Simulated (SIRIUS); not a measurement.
Crystal: HfB2.

```
Hf B
1.0
     3.14000    0.00000    0.00000
    -1.57000    2.71932    0.00000
     0.00000    0.00000    3.48000
Hf B
1 2
Direct
  0.00000 0.00000 0.00000
  0.66667 0.33333 0.50000
  0.33333 0.66667 0.50000
```

- Program: SIRIUS 7.12.0
- Task: relaxation of cell and atoms
- Functional: PBEsol
- Dispersion: D3(BJ)
- Potentials or basis: PseudoDojo 0.4.1 PBE standard (scalar relativistic)
- Cutoff: 1054 eV
- Density cutoff: 4214 eV
- k mesh: 5 × 5 × 4
- Occupations: fermi-dirac, width 0.05 eV
- Spin: no spin polarisation

At the start: pressure -8.4 GPa; volume 9.90 Å³/atom.

Question: How do energy, volume and symmetry change on relaxing?

Answer: Over 6 steps the energy falls by 9.4 meV/atom and the volume is 9.58 Å³/atom (-3.2 %); space group P6/mmm (No. 191, to 0.05 Å).

The path:
```
step  energy change (eV)  largest force (eV/Å)  pressure (GPa)  volume (Å³)
   1              0.0000                0.0000           -8.41        29.71
   2             -0.0106                0.0000           -6.62        29.49
   3             -0.0274                0.0000            0.42        28.70
   4             -0.0276                0.0000            0.18        28.72
   5             -0.0281                0.0000           -0.26        28.76
   6             -0.0281                0.0000           -0.13        28.75
```

Final structure:
```xyz
3
Lattice="3.1157 0.0000 0.0000 -1.5579 2.6983 0.0000 0.0000 0.0000 3.4196" Properties=species:S:1:pos:R:3 pbc="T T T"
Hf    0.0000    0.0000    0.0000
B     1.5579    0.8994    1.7098
B     0.0000    1.7989    1.7098
```

Caveat: the k mesh is coarse (spacing up to 0.46 Å⁻¹), so the values aren't converged; the potentials were made for another functional, which shifts forces and pressure; pairwise dispersion overbinds metals, which lowers pressure and volume.
